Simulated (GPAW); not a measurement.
Runs of GPAW 26.7.0 on ZnS (Wurtzite-2H). The structure is hexagonal, space group P6_3mc (No. 186). The conventional cell has a = 3.811 Å, b = 3.811 Å, c = 6.234 Å, α = 90.00°, β = 90.00°, γ = 120.00°. Around Zn (site symmetry 3m) lie 4 S at 2.31 to 2.40 Å. Around S (site symmetry 3m) lie 4 Zn at 2.31 to 2.40 Å. 

```csv
task,level,potentials or basis,cell,k mesh,cutoff (eV),smearing,optimizer,fmax,max steps,eigensolver,band path,gap on the mesh (eV),pressure (GPa),relaxed volume (Å³/atom),largest force (eV/Å)
single point,TB-mBJ,"GPAW PAW data sets for LDA (gpaw-data 1.2.1), pw",as given,6 × 6 × 3,600,fermi-dirac 0.05 eV,-,-,-,-,-,3.81,-,-,-
relaxation of cell and atoms,WC,"PAW data sets generated in the run's folder for this functional, pw",relaxed,6 × 6 × 3,600,fermi-dirac 0.05 eV,BFGS,0.05 eV/Å,40,-,-,2.14,0.1,19.18,-
relaxation of cell and atoms,revTPSS,"GPAW PAW data sets (gpaw-data 1.2.1), pw",relaxed,6 × 6 × 3,600,fermi-dirac 0.05 eV,BFGS,0.02 eV/Å,60,davidson,-,2.24,-0.1,19.92,0.02
relaxation of cell and atoms,PBEsol+D3(BJ),"PAW data sets generated in the run's folder for this functional, pw",relaxed,6 × 6 × 3,600,fermi-dirac 0.05 eV,BFGS,0.02 eV/Å,100,-,-,2.27,0.0,18.70,0.01
band structure,AM05,"PAW data sets generated in the run's folder for this functional, pw",as given,6 × 6 × 3,600,fermi-dirac 0.05 eV,-,-,-,-,"GMKGALHA,LM,KH",2.23,(b),-,0.31
relaxation of cell and atoms,revPBE+D3,"the program's PAW data sets (release 1.2.1) made for this functional, pw",relaxed,6 × 6 × 3,600,fermi-dirac 0.05 eV,LBFGS,0.02 eV/Å,100,-,-,2.40,0.0,19.29,0.01
band structure,PBE,"GPAW PAW data sets (gpaw-data 1.2.1), newer versions, pw",as given,6 × 6 × 3,600,fermi-dirac 0.05 eV,-,-,-,-,"GMKGALHA,LM,KH",2.25,2.4,-,0.33
band structure,TPSS,"GPAW PAW data sets (gpaw-data 1.2.1), pw",as given,6 × 6 × 3,600,fermi-dirac 0.05 eV,-,-,-,davidson,"GMKGALHA,LM,KH",2.40,2.4,-,0.33
relaxation of cell and atoms,r4SCAN,"GPAW PAW data sets (gpaw-data 1.2.1), pw",relaxed,6 × 6 × 3,600,fermi-dirac 0.05 eV,BFGS,0.02 eV/Å,60,-,-,(c),0.0,19.34,0.01
dielectric tensor,LDA,"the program's PAW data sets (release 1.2.1) made for this functional, pw",as given,7 × 7 × 4,450,fermi-dirac 0.001 eV,-,-,-,-,-,1.99,-,-,-
relaxation of cell and atoms,SCAN+D3(BJ),"GPAW PAW data sets (gpaw-data 1.2.1), pw",relaxed,6 × 6 × 3,600,fermi-dirac 0.05 eV,LBFGS,0.02 eV/Å,100,-,-,2.81,0.0,19.18,0.02
Wannier functions,r2SCAN,"GPAW PAW data sets (gpaw-data 1.2.1), pw",as given,8 × 8 × 5,600,fermi-dirac 0.05 eV,-,-,-,-,-,(a),-0.4,-,0.31
```

Alike in all rows: no spin polarisation.

Estimate the missing entries.

(a) 2.82; (b) -0.6; (c) 2.78.

Caveats: an odd mesh through Γ misses points on the zone boundary, where band edges often lie (some runs); the PAW data sets were made with another functional, which shifts forces and pressure a little (some runs); later steps reuse the first step's grids (some runs); a model potential gives levels but no total energy (some runs); the long-wavelength limit can be off by several per cent where d states take part (some runs).

Not every run made on this cell is shown here.
